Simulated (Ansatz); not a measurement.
Geometry optimisation, DFT PBEsol, scalar-relativistic, plane waves, PAW (Ansatz).

Input:

```yaml
crystal:
  lattice:
    - [0.0, 5.43, 5.43]
    - [5.43, 0.0, 5.43]
    - [5.43, 5.43, 0.0]
  atoms:
    - { symbol: Si, position: [0.0, 0.0, 0.0] }
    - { symbol: Si, position: [0.125, 0.125, 0.125] }
    - { symbol: Si, position: [0.0, 0.0, 0.5] }
    - { symbol: Si, position: [0.125, 0.125, 0.625] }
    - { symbol: Si, position: [0.0, 0.5, 0.0] }
    - { symbol: Si, position: [0.125, 0.625, 0.125] }
    - { symbol: Si, position: [0.0, 0.5, 0.5] }
    - { symbol: Si, position: [0.125, 0.625, 0.625] }
    - { symbol: Si, position: [0.5, 0.0, 0.0] }
    - { symbol: Si, position: [0.625, 0.125, 0.125] }
    - { symbol: Si, position: [0.5, 0.0, 0.5] }
    - { symbol: Si, position: [0.625, 0.125, 0.625] }
    - { symbol: Si, position: [0.5, 0.5, 0.0] }
    - { symbol: Si, position: [0.625, 0.625, 0.125] }
    - { symbol: Si, position: [0.5, 0.5, 0.5] }
    - { symbol: Si, position: [0.625, 0.625, 0.625] }
    - { symbol: Si, position: [0.8117611, 0.3214105, 0.0582006] }
basis:
  ecutwfc: 420.0
kpoints:
  mp_grid: { grid: [2, 2, 2] }
hamiltonian:
  xc: pbesol
  pseudopotentials: { kind: paw, azcp: { folder: soft_1 } }
scf:
  occupations: { method: gaussian, width: 0.05 }
  lower_state_search: "off"
relax:
  f_tol: 0.03
  max_steps: 60
  adjacent_minimum: "off"
```

Run as:

```bash
$ ansatz run input.yaml --threads 1 --pin off --max-ram 3072MiB --backend cpu --events-out ev --progress --plain --runs-dir out
```

**Question.** Where does it end, and by what steps?

**Answer.** The run converged. The force dipped under the threshold on the way, but the program's further checks kept it going. Limits of this set-up: coarse k mesh, PAW files made for another functional, a small cell, in which the defect meets its images, a typed lattice constant that wasn't relaxed here. After 10 steps the energy has fallen by 1.041 eV; Si7 moved furthest, 0.49 Å. Joined: Si7–Si17 (3.50 → 2.57 Å).

| step | energy less start (eV) | largest force component (eV/Å) | accepted |
| --- | --- | --- | --- |
| 0 | 0.0000 | 2.564 | yes |
| 1 | -0.7224 | 1.093 | yes |
| 2 | -0.9780 | 0.132 | yes |
| 3 | -0.9971 | 0.085 | yes |
| 4 | -1.0013 | 0.073 | yes |
| 5 | -1.0163 | 0.135 | yes |
| 6 | -1.0316 | 0.112 | yes |
| 7 | -0.9853 | 0.287 | no |
| 8 | -1.0366 | 0.087 | yes |
| 9 | -1.0411 | 0.018 | yes |
| 10 | -1.0411 | 0.018 | yes |

```xyz
17
Lattice="0.0000 5.4300 5.4300 5.4300 0.0000 5.4300 5.4300 5.4300 0.0000" Properties=species:S:1:pos:R:3
Si -0.197 0.123 -0.121
Si 1.314 1.363 1.406
Si 2.676 2.681 0.043
Si 4.000 4.135 1.296
Si 2.842 0.120 2.914
Si 4.335 1.618 3.813
Si 5.715 2.999 2.431
Si 6.852 4.134 4.147
Si -0.097 2.613 2.818
Si 1.314 4.025 4.068
Si 2.676 5.388 2.751
Si 3.984 6.696 4.165
Si 2.843 2.516 5.311
Si 4.083 4.025 6.836
Si 5.400 5.389 5.472
Si 6.853 6.714 6.727
Si 1.772 4.485 6.376
```

Whether the end is a true minimum wasn't checked by a vibrational analysis.

Time of the run: 100 s on 1 thread of Intel(R) Xeon(R) Processor @ 2.50GHz (Skylake/Cascade Lake) (shared host), peak memory 0.53 GiB.
